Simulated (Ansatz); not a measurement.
Ta under changes of volume

One of the cells (18.010 Å³/atom); the others are scaled copies at fixed shape and fractional positions:

```
CELL_PARAMETERS angstrom
-1.65128 1.65128 1.65128
1.65128 -1.65128 1.65128
1.65128 1.65128 -1.65128
ATOMIC_POSITIONS crystal
Ta 0.00000 0.00000 0.00000
```

| Quantity | Value |
| --- | --- |
| Program | Ansatz 0.2.0 |
| Functional | PBE |
| Potentials or basis | JTH PAW |
| Cutoff | 1290 eV (not typed: the program's choice for these potentials) |
| k mesh | 11 × 11 × 11 |
| Occupations | fermi-dirac, width 0.05 eV |
| Spin | no spin polarisation |

```csv
volume (Å³/atom),energy over the lowest point (meV/atom),pressure (GPa)
16.930,63.42,17.2
17.290,31.24,11.8
17.650,10.80,6.9
18.010,0.78,2.6
18.371,0.00,-1.3
18.731,?,?
19.091,22.38,-8.0
```

Q: What does the run at 18.731 Å³/atom give?

A: Energy over the lowest point 7.47 meV/atom; pressure -4.8 GPa.

Worked out: A Birch-Murnaghan fit of order 3 (a polynomial in V^(-2/3)) to the other rows has its minimum at 18.22 Å³/atom with B0 = V·E''(V) = 195 GPa and B' = 4.9. It gives 7.52 meV/atom at 18.731 Å³/atom, against the run's 7.47, and -dE/dV = -5.0 GPa, against -4.8.

Energies are extrapolated to zero smearing.
